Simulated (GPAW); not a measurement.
## BN: single point with TB-mBJ

BN:

```
N B
1.0
     2.49824    0.00000    0.00000
    -1.24912    2.16354    0.00000
     0.00000    0.00000    6.63570
N B
2 2
Direct
  0.66667 0.33333 0.25000
  0.33333 0.66667 0.75000
  0.66667 0.33333 0.75000
  0.33333 0.66667 0.25000
```

| Property | Result |
| --- | --- |
| Program | GPAW 26.7.0 |
| Task | single point |
| Functional | TB-mBJ |
| Potentials or basis | GPAW PAW data sets for LDA (gpaw-data 1.2.1) |
| Cutoff | 800 eV |
| Basis | pw |
| k mesh | 10 × 10 × 4 |
| Occupations | fermi-dirac, width 0.05 eV |
| Spin | no spin polarisation |

| Property | Result |
| --- | --- |
| Band gap on the k mesh | 5.91 eV, indirect (least direct gap 6.32 eV) |

Levels at points of the mesh, in eV from the valence-band top:
```csv
k point,band 5,band 6,band 7,band 8,band 9,band 10,band 11,band 12
"(0.00, 0.00, 0.00)",-1.83,-1.83,-1.79,-1.79,6.63,11.96,12.56,12.56
"(0.00, 0.00, 0.50)",-1.81,-1.81,-1.81,-1.81,8.97,8.97,12.62,12.62
"(0.50, 0.50, 0.00)",-4.49,-4.43,-1.22,-0.41,5.91,7.10,10.55,10.83
"(0.50, 0.50, 0.50)",-4.46,-4.46,-0.80,-0.80,6.28,6.28,10.84,10.84
```

Run time: 2.2 min on 1 thread of Arm Neoverse V2, on a shared host, peak memory 0.23 GiB.

Caveat: a model potential gives levels but no total energy. A k mesh can miss the band edges.
